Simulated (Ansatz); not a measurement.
# ZnSe: the cost of one run

Computed with Ansatz 0.2.0 (DFT PBEsol, scalar-relativistic, plane waves, PAW, unless a step's input says otherwise).

2 further runs of the same task are left out: 2 set aside as unsound or not needed.

**1. The starting structure**

It takes space group F-43m (No. 216, cubic). Conventional cell: a = 5.633 Å, b = 5.633 Å, c = 5.633 Å, α = 90.00°, β = 90.00°, γ = 90.00°. Around Zn (site symmetry -43m) lie 4 Se at 2.44 Å. Se (site symmetry -43m) is surrounded by 4 Zn at 2.44 Å.

Structure file:

```xyz
2
Lattice="0.0000 2.8166 2.8166 2.8166 0.0000 2.8166 2.8166 2.8166 0.0000" Properties=species:S:1:pos:R:3 pbc="T T T"
Zn    0.0000    0.0000    0.0000
Se    4.2249    4.2249    4.2249
```

This cell was relaxed beforehand with the same method: volume 22.34 Å³/atom, gap on the mesh 1.24 eV.

**2. Zero of the scan**

File input.yaml:

```yaml
crystal:
  lattice:
    - [0.0, 2.816600256, 2.816600256]
    - [2.816600256, 0.0, 2.816600256]
    - [2.816600256, 2.816600256, 0.0]
  atoms:
    - { symbol: Zn, position: [0.0, 0.0, 0.0] }
    - { symbol: Se, position: [0.75, 0.75, 0.75] }
basis:
  ecutwfc: 420
kpoints:
  mp_grid: { grid: [8, 8, 8] }
hamiltonian:
  xc: pbesol
scf:
  occupations: { method: gaussian, width: 0.05 }
output:
  forces: true
  stress: true
  eigenvalues: true
```

Run with:

```sh
$ ansatz run input.yaml --threads 1 --pin off --max-ram 2560MiB --backend cpu --events-out ev --progress --plain --runs-dir out
```

What time and memory should one allow on 1 thread of Intel Xeon 6975P-C (Granite Rapids), shared host?

About 1.1 s, with a peak of 0.35 GiB.
